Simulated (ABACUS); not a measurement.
Ba:

```
Ba
1.0
     0.00000    3.23267    3.23267
     3.23267    0.00000    3.23267
     3.23267    3.23267    0.00000
Ba
1
Direct
  0.00000 0.00000 0.00000
```

This isn't the form of Ba at room conditions, which is bcc.

| Quantity | Value |
| --- | --- |
| Program | ABACUS 3.10.1 |
| Task | single point |
| Functional | PBE |
| Potentials or basis | PseudoDojo NC SR 0.4.1 PBE standard |
| Cutoff | 776 eV |
| Density cutoff | 3102 eV |
| Basis | plane waves |
| k mesh | 7 × 7 × 7 |
| Occupations | fermi-dirac, width 0.05 eV |
| Spin | no spin polarisation |

On this cell: pressure -0.3 GPa; band gap on the k mesh none (metal or under the smearing width).

The same run follows on a disturbed copy (cell strained at random at fixed volume):

```
Ba
1.0
     0.03420    3.27748    3.27155
     3.18311    0.03534    3.27040
     3.19681    3.29003    0.02165
Ba
1
Cartesian
  -0.0233 0.0194 -0.0083
```

Problem. What does the disturbed cell give?

Solution. The energy (extrapolated to zero smearing) moves by +0.8 meV/atom; pressure -0.3 GPa; band gap on the k mesh none (metal or under the smearing width).

Stress tensor (GPa, compression positive):
```
-0.29 -0.15 -0.07
-0.15 -0.34 -0.06
-0.07 -0.06 -0.33
```

Caveats: this release of the barium file is off.
